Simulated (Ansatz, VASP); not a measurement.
## TaN: VASP beside Ansatz

File INCAR:

```
ALGO     = Normal         # electronic algorithm
EDIFF    = 1E-8           # SCF threshold, eV
ENCUT    = 520            # plane-wave cutoff, eV
GGA      = PS             # functional
ISIF     = 2              # what is computed and relaxed
ISMEAR   = -1             # smearing method
LASPH    = True           # aspherical terms in the spheres
LCHARG   = False          # write CHGCAR
LEFG     = True         
LREAL    = False          # projectors in reciprocal space
LWAVE    = False          # write WAVECAR
NBANDS   = 24             # bands
NELM     = 100            # most SCF steps
PREC     = Accurate       # precision mode
SIGMA    = 0.01           # smearing width, eV
```

KPOINTS

```
k-points
0
Gamma
  11 11 6
```

Contents of POSCAR:

```
TaN
1.0
    3.0681880104      0.0000000000      0.0000000000
   -1.5340940052      2.6571287606      0.0000000000
    0.0000000000      0.0000000000      4.9505704856
Ta N
2 2
Direct
    0.0000000000      0.0000000000      0.0000000000
    0.0000000000      0.0000000000      0.5000000000
    0.3333333333      0.6666666667      0.2500000000
    0.6666666667      0.3333333333      0.7500000000
```

Input for Ansatz:

```yaml
crystal:
  lattice:
    - [3.0681880104, 0.0, 0.0]
    - [-1.5340940052, 2.6571287606, 0.0]
    - [0.0, 0.0, 4.9505704856]
  atoms:
    - { symbol: Ta, position: [0.0, 0.0, 0.0] }
    - { symbol: Ta, position: [0.0, 0.0, 0.5] }
    - { symbol: "N", position: [0.3333333333, 0.6666666667, 0.25] }
    - { symbol: "N", position: [0.6666666667, 0.3333333333, 0.75] }
kpoints:
  mp_grid: { grid: [11, 11, 6] }
scf:
  occupations: { method: fermi_dirac, width: 0.01 }
hamiltonian:
  xc: pbesol
  pseudopotentials: { kind: paw }
output:
  forces: true
  stress: true
  eigenvalues: true
  efg: { contact_densities: true }
```

Change from the starting cell: volume scaled by 1.02, PAW files.

Alike in both runs: task electric field gradients; functional PBEsol; k mesh 11 × 11 × 6; occupations fermi-dirac, width 0.01 eV; no spin polarisation.

|  | VASP | Ansatz |
| --- | --- | --- |
| version | VASP 6.6.1 | Ansatz 0.2.0 |
| potentials or method | VASP PAW PBE potentials, release 64 (Ta_pv, N) | PAW with Ansatz's default frozen-core files, scalar-relativistic |
| plane-wave cutoff (eV) | 520 | 420 |
| valence electrons in the cell | 32 | 36 |

```csv
,VASP,Ansatz,Ansatz less VASP
pressure (GPa),39.9,38.5,-1.42
largest component of the traceless stress (GPa),51.21,50.74,-0.468
Vzz of the field gradient on the site that differs most (V/Å²),-171.6,-196.7,-25.14
```

The two sets of potentials don't hold the same shells in valence. Ansatz warned: «gradients_without_spin_orbit».

Caveats: so large a pressure means that the cell lies far from this level's equilibrium, or that cutoff or potentials fall short (VASP); the potentials were made for another functional, which shifts forces and pressure (VASP). The runs have no spin-orbit coupling, so splittings on Ta are missing.
